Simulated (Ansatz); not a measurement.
Generalised stacking fault of SrF₂ (fluorite) on the {100} plane. The cell below holds the perfect crystal with the plane normal along z; tilting its third vector by the shift puts one fault into each cell, between planes 1.46 Å apart, at fixed cell height.

```yaml
crystal:
  lattice:
    - [4.14172, 0.00000, 0.00000]
    - [0.00000, 4.14172, 0.00000]
    - [2.07086, 2.07086, 8.78591]
  atoms:
    - { symbol: Sr, position: [0.00000, 0.00000, 0.91667] }
    - { symbol: Sr, position: [0.33333, 0.33333, 0.25000] }
    - { symbol: Sr, position: [0.66667, 0.66667, 0.58333] }
    - { symbol: F, position: [0.91667, 0.41667, 0.08333] }
    - { symbol: F, position: [0.25000, 0.75000, 0.41667] }
    - { symbol: F, position: [0.58333, 0.08333, 0.75000] }
    - { symbol: F, position: [0.41667, 0.91667, 0.08333] }
    - { symbol: F, position: [0.75000, 0.25000, 0.41667] }
    - { symbol: F, position: [0.08333, 0.58333, 0.75000] }
```

In-plane vectors a = (4.142, 0.000) Å, b = (0.000, 4.142) Å, area 17.15 Å². The shift is s times the vector a + b (length 5.857 Å), so s = 1 restores the start. The shift is rigid: no atom relaxes. γ = [E(shift) − E(0)] / area.

The numbers are results of PBE (plane waves to 420 eV, PAW, scalar-relativistic; Ansatz, a quantum-chemistry and plane-wave program), not measurements. k mesh 7×7×7 (Γ-centred), Fermi-Dirac smearing 0.05 eV. Energies are extrapolated to zero smearing. Compression counts positive. Faults lie only 8.8 Å apart, and holding the cell height and the atoms raises γ above its relaxed value. SrF2 was relaxed with its symmetry unable to fall. γ is measured from zero shift.

**Question.** Give the computed γ (meV/Å²) and σ normal to the fault (GPa) at s = 0.167, 0.250, 0.333, 0.417, 0.500, 0.750, 0.833, 0.917.

**Answer.** 
```json
[
 {"s": "0.167", "γ (meV/Å²)": "55.4", "σ normal to the fault (GPa)": "5.4"},
 {"s": "0.250", "γ (meV/Å²)": "88.0", "σ normal to the fault (GPa)": "8.4"},
 {"s": "0.333", "γ (meV/Å²)": "83.7", "σ normal to the fault (GPa)": "7.7"},
 {"s": "0.417", "γ (meV/Å²)": "65.0", "σ normal to the fault (GPa)": "5.7"},
 {"s": "0.500", "γ (meV/Å²)": "57.8", "σ normal to the fault (GPa)": "5.0"},
 {"s": "0.750", "γ (meV/Å²)": "88.0", "σ normal to the fault (GPa)": "8.4"},
 {"s": "0.833", "γ (meV/Å²)": "55.4", "σ normal to the fault (GPa)": "5.4"},
 {"s": "0.917", "γ (meV/Å²)": "15.3", "σ normal to the fault (GPa)": "1.5"}
]
```

(The slope of γ gives the shear force per area between the displaced halves; near zero shift its curvature is an elastic stiffness.)
